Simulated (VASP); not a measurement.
Wanted: the native input for a VASP 6.6.1 run.

* Task: relaxation of cell and atoms
* Functional: PBE
* Dispersion: D3(BJ)
* Potentials or basis: VASP PAW PBE potentials, release 64 (Sn_d, Se)
* Cutoff: 600 eV
* k mesh: 9 × 9 × 5
* Occupations: gaussian, width 0.03 eV
* Spin: no spin polarisation
* Target pressure: 10 GPa
* Further INCAR settings: ALGO = Normal; EDIFF = 1e-06; IBRION = 2; EDIFFG = -0.01; NSW = 90; ISIF = 3
* Target pressure: 10 GPa

The structure of SnSe2 lies in POSCAR:

```
SnSe2
1.0
    3.8110000000      0.0000000000      0.0000000000
   -1.9055000000      3.3004228138      0.0000000000
    0.0000000000      0.0000000000      6.1360000000
Sn Se
1 2
Direct
    0.0000000000      0.0000000000      0.0000000000
    0.3333333333      0.6666666667      0.2490000000
    0.6666666667      0.3333333333      0.7510000000
```

These files were run (other wordings do the same):

INCAR

```
SYSTEM = SnSe2
ALGO = Normal ; EDIFF = 1E-6
EDIFFG = -0.01 ; ENCUT = 600
GGA = PE ; IBRION = 2
ISIF = 3 ; ISMEAR = 0
IVDW = 12 ; LASPH = .True.
LCHARG = .False. ; LREAL = .False.
LWAVE = .False. ; NELM = 80
NSW = 90 ; PREC = Accurate
PSTRESS = 100.0 ; SIGMA = 0.03
```

KPOINTS

```
k-points
0
Gamma
  9 9 5
  0 0 0
```

Potentials or basis: VASP PAW PBE potentials, release 64 (Sn_d, Se).

Command:

```console
$ cat potpaw_PBE.64/Sn_d/POTCAR potpaw_PBE.64/Se/POTCAR > POTCAR
$ mpirun -np 1 vasp_std > vasp.out
```

Results of the run:

* Relaxed volume: 21.44 Å³/atom
* Relaxed cell: a = 3.739 Å, b = 3.739 Å, c = 5.312 Å, α = 90.00°, β = 90.00°, γ = 120.00°
* Space group after relaxing (to 0.05 Å): P-3m1 (No. 164)
* Energy change on relaxing (the enthalpy is what falls): +82.5 meV/atom
* Ionic steps: 18
* Pressure after relaxing: 10.0 GPa
* Largest force after relaxing: 0.008 eV/Å
* Band gap on the k mesh: none (metal or under the smearing width)
* Dispersion energy per atom: -0.438 eV

Caveat: the cell is relaxed towards a set pressure, so the enthalpy falls and the energy may rise; the volume moved by over 15 % at a fixed basis, so the end points are rough.

Wall time 6.5 min on 1 thread of Intel(R) Xeon(R) 6975P-C (Granite Rapids), on a shared host, peak memory 0.29 GiB.
